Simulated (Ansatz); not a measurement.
**BP (F-43m) under several functionals**

**The experiment to reproduce.**

“Thermal expansion coefficients of high thermal conducting BAs and BP materials”, 2019, arxiv:1906.04101 reports, for a bulk crystal of BP at 300 K: lattice constant a 4.5399 ± 0.0008 Å.

Plane-wave DFT in Ansatz with scalar-relativistic PAW potentials. The same structure was relaxed (cell and atoms, symmetry kept) in separate runs at each level. No spin polarisation.

```csv
level,cutoff (eV),k mesh,V (Å³/atom),a (Å),gap (eV),B0 (GPa)
LDA,420,10×10×10,11.321,4.491,1.15,–
PBE+D3(BJ),420,10×10×10,11.446,4.507,1.22,–
PBEsol,420,10×10×10,11.544,4.520,1.12,–
r2SCAN,500,10×10×10,11.670,4.537,1.42,169
```

Q: Where does PBE (420 eV, k mesh 10×10×10) fall?

A: V (Å³/atom) 11.761, a (Å) 4.548, gap (eV) 1.25, B0 (GPa) 162. Its volume is the largest of the set. The usual order of volumes, LDA < PBEsol < PBE, holds here (11.321, 11.544, 11.761 Å³/atom). As a rule LDA overbinds; PBEsol, built on the gradient expansion of slowly varying densities, lies between LDA and PBE; PBE's stronger gradient term for exchange weakens bonds. Adding D3 to PBE changes the volume by -2.7 %; the term is attractive, so it pulls cells in. r2SCAN lies 0.8 % under PBE in volume. Each gap belongs to its own cell, so it mixes the functional's effect with that of the volume; gaps are the least found on the k mesh or on a band path.

For PBE: A measured lattice constant a of BP is 4.5399 Å (300 K; “Thermal expansion coefficients of high thermal conducting BAs and BP materials”, 2019, arxiv:1906.04101); the calculated 4.548 Å misses it by +0.2 %. 3 values of this kind are on record in papers (4.5383 to 4.53991 Å); this one was drawn at random among those near their median, those with a stated uncertainty first. The calculations are for 0 K without zero-point motion.